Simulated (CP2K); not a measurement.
Runs of CP2K 2026.2 on Zr. The structure is hexagonal, space group P6_3/mmc (No. 194). Conventional cell: a = 3.232 Å, b = 3.232 Å, c = 5.147 Å, α = 90.00°, β = 90.00°, γ = 120.00°. Around Zr (site symmetry -6m2) lie 12 Zr at 3.18 to 3.23 Å. 

| task | level | potentials or basis | smearing | EPS_DEFAULT | NGRIDS | basis sets | potentials | CUTOFF of the grids | gap on the mesh (eV) | pressure (GPa) |
| --- | --- | --- | --- | --- | --- | --- | --- | --- | --- | --- |
| band structure | PBE | POTENTIAL_UZH Zr GTH-PBE-q12; TZVP-MOLOPT-PBE-GTH basis | fermi-dirac 0.01 eV | 1.0E-9 | 4 | Zr TZVP-MOLOPT-PBE-GTH-q12 | Zr GTH-PBE-q12 of POTENTIAL_UZH | 450 Ry | none | 1.3 |
| band structure | LDA | GTH_POTENTIALS Zr GTH-PADE-q12; TZVP-MOLOPT-PBE-GTH basis | fermi-dirac 0.01 eV | 1.0E-9 | 5 | Zr TZVP-MOLOPT-PBE-GTH-q12 | Zr GTH-PADE-q12 of GTH_POTENTIALS | 450 Ry | none | (a) |
| band structure | TB-mBJ | POTENTIAL_UZH Zr GTH-PBE-q12; TZVP-MOLOPT-PBE-GTH basis | fermi-dirac 0.05 eV | 1.0E-9 | 5 | Zr TZVP-MOLOPT-PBE-GTH-q12 | Zr GTH-PBE-q12 of POTENTIAL_UZH | 700 Ry | none | - |
| single point | PBE | POTENTIAL_UZH Zr GTH-PBE-q12; TZVP-MOLOPT-PBE-GTH basis | fermi-dirac 0.05 eV | 1.0E-10 | 4 | Zr TZVP-MOLOPT-PBE-GTH-q12 | Zr GTH-PBE-q12 of POTENTIAL_UZH | 450 Ry | none | 1.2 |
| band structure | PBE | POTENTIAL_UZH Zr GTH-PBE-q12; TZVP-MOLOPT-PBE-GTH basis | fermi-dirac 0.1 eV | 1.0E-9 | 5 | Zr TZVP-MOLOPT-PBE-GTH-q12 | Zr GTH-PBE-q12 of POTENTIAL_UZH | 450 Ry | none | 1.2 |
| band structure | PBEsol | POTENTIAL_UZH Zr GTH-PBE-q12; TZVP-MOLOPT-PBE-GTH basis | fermi-dirac 0.0259 eV | 1.0E-9 | 5 | Zr TZVP-MOLOPT-PBE-GTH-q12 | Zr GTH-PBE-q12 of POTENTIAL_UZH | 450 Ry | none | -2.4 |
| band structure | r2SCAN | POTENTIAL_UZH Zr GTH-SCAN-q12; TZVP-MOLOPT-SCAN-GTH basis | fermi-dirac 0.1 eV | 1.0E-9 | 5 | Zr TZVP-MOLOPT-SCAN-GTH-q12 | Zr GTH-SCAN-q12 of POTENTIAL_UZH | 700 Ry | none | 2.3 |

Alike in all rows: no spin polarisation; cell as given; k mesh 9 × 9 × 5.

Problem. Fill in the values left out.

Solution. (a) -6.3.

Caveats: the basis of atomic orbitals isn't converged, which shifts pressures, moduli and gaps; the potentials were made for another functional, which shifts forces and pressure (some runs); this is a model potential without an energy functional, so only levels have meaning (some runs).

A k mesh can miss the band edges, and the runs leave out spin-orbit coupling on Zr.

A gap of «none» marks a metal or a gap under the smearing width.

Not every run made on this cell is shown here.
